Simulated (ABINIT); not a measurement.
## TePb: relaxation of cell and atoms with PBEsol

Crystal: TePb.

```
CELL_PARAMETERS angstrom
0.00000 3.23100 3.23100
3.23100 0.00000 3.23100
3.23100 3.23100 0.00000
ATOMIC_POSITIONS crystal
Pb 0.00000 0.00000 0.00000
Te 0.50000 0.50000 0.50000
```

```json
{
  "Program": "ABINIT 10.8.3 (patched build)",
  "Task": "relaxation of cell and atoms",
  "Functional": "PBEsol",
  "Potentials or basis": "PseudoDojo NC SR PBEsol v0.4.1 standard",
  "Cutoff": "1088 eV",
  "k mesh": "5 × 5 × 5",
  "Occupations": "fermi-dirac, width 0.05 eV",
  "Spin": "no spin polarisation",
  "Cell freedom (optcell)": "2",
  "Optimiser (ionmov)": "2",
  "Cutoff smearing ecutsm (Ha)": "0.5",
  "Force stop (Ha/bohr)": "2e-05"
}
```

```yaml
Relaxed_volume: 33.45 Å³/atom
Relaxed_cell: a = 4.557 Å, b = 4.557 Å, c = 4.557 Å, α = 60.00°, β = 60.00°, γ = 60.00°
Space_group_after_relaxing_to_0.05_Å: Fm-3m (No. 225)
Energy_gained_by_relaxing: 0.3 meV/atom
Ionic_steps: 3
Pressure_after_relaxing: 0.0 GPa
```

The path:
```csv
step,energy change (eV),largest force (eV/Å),pressure (GPa),volume (Å³)
1,0.0000,0.0000,-0.36,67.46
2,-0.0002,0.0000,-0.31,67.38
3,-0.0006,0.0000,0.00,66.90
```

Final structure:
```cif
data_structure
_symmetry_space_group_name_H-M 'P 1'
_symmetry_Int_Tables_number 1
_cell_length_a 4.5567
_cell_length_b 4.5567
_cell_length_c 4.5567
_cell_angle_alpha 60.000
_cell_angle_beta 60.000
_cell_angle_gamma 60.000
_cell_volume 66.90
loop_
_atom_site_label
_atom_site_type_symbol
_atom_site_fract_x
_atom_site_fract_y
_atom_site_fract_z
_atom_site_occupancy
Pb1 Pb 0.00000 0.00000 0.00000 1
Te1 Te 0.50000 0.50000 0.50000 1
```

Run time: 2.4 min on 1 thread of Arm Neoverse V1 (shared host), peak memory 0.13 GiB.

Caveat: this odd mesh misses L, where the gap lies, so gap, dielectric constants and Born charges aren't listed. Spin-orbit coupling is left out, which matters for the levels of Pb, Te.
